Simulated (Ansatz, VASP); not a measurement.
**RbBr: VASP beside Ansatz**

The input INCAR:

```
  PREC = Accurate
  ENCUT = 520
  EDIFF = 1E-6
  ISMEAR = 0
  SIGMA = 0.05
  LREAL = F
  LASPH = T
  NELM = 100
  ALGO = Normal
  ISIF = 2
  LWAVE = F
  LCHARG = F
  GGA = PS
  NBANDS = 15
```

File KPOINTS:

```
regular mesh
0
Gamma
  6 6 6
```

Contents of POSCAR:

```
RbBr
1.0
    3.9073620998      0.0000000000      0.0000000000
    0.0000000000      3.9073620998      0.0000000000
    0.0000000000      0.0000000000      4.0701688540
Rb Br
1 1
Direct
   -0.0793829626      0.0000000000      0.0000000000
    0.5849104822      0.5000000000      0.5000000000
```

Input for Ansatz:

```yaml
crystal:
  lattice:
    - [3.9073620998, 0.0, 0.0]
    - [0.0, 3.9073620998, 0.0]
    - [0.0, 0.0, 4.070168854]
  atoms:
    - { symbol: Rb, position: [-0.0793829626, 0.0, 0.0] }
    - { symbol: Br, position: [0.5849104822, 0.5, 0.5] }
basis:
  ecutwfc: 420
kpoints:
  mp_grid: { grid: [6, 6, 6] }
hamiltonian:
  xc: pbesol
scf:
  occupations: { method: gaussian, width: 0.05 }
output:
  forces: true
  stress: true
  eigenvalues: true
```

Change from the starting cell: mode 4 frozen in at -0.346 Å, equal normal strain along x and y -0.0400.

Alike in both runs: task single point; functional PBEsol; k mesh 6 × 6 × 6; occupations gaussian, width 0.05 eV; no spin polarisation.

|  | VASP | Ansatz |
| --- | --- | --- |
| version | VASP 6.6.1 | Ansatz 0.2.0 |
| potentials or method | VASP PAW PBE potentials, release 64 (Rb_sv, Br) | scalar-relativistic, plane waves, PAW |
| plane-wave cutoff (eV) | 520 | 420 |
| valence electrons in the cell | 16 | 16 |

Ansatz gave:

```
gap on the k mesh at the Fermi level (eV)       : 4.25
least direct gap on the mesh (eV)               : 4.39
pressure (GPa)                                  : 4.7
largest component of the traceless stress (GPa) : 1.45
rms of the force components (eV/Å)              : 0.496
```

Task: What did VASP give for the same quantities?

Result: gap on the k mesh at the Fermi level (eV): 4.25; least direct gap on the mesh (eV): 4.39; pressure (GPa): 4.9; largest component of the traceless stress (GPa): 1.49; rms of the force components (eV/Å): 0.504.

Atom by atom the forces differ by 0.008 eV/Å (rms over components). With one functional, cell and mesh, what is left measures potentials, basis and numerics.

Caveats: the PAW data sets were made with another functional, which shifts forces and pressure a little (VASP). A k mesh can miss the band edges.
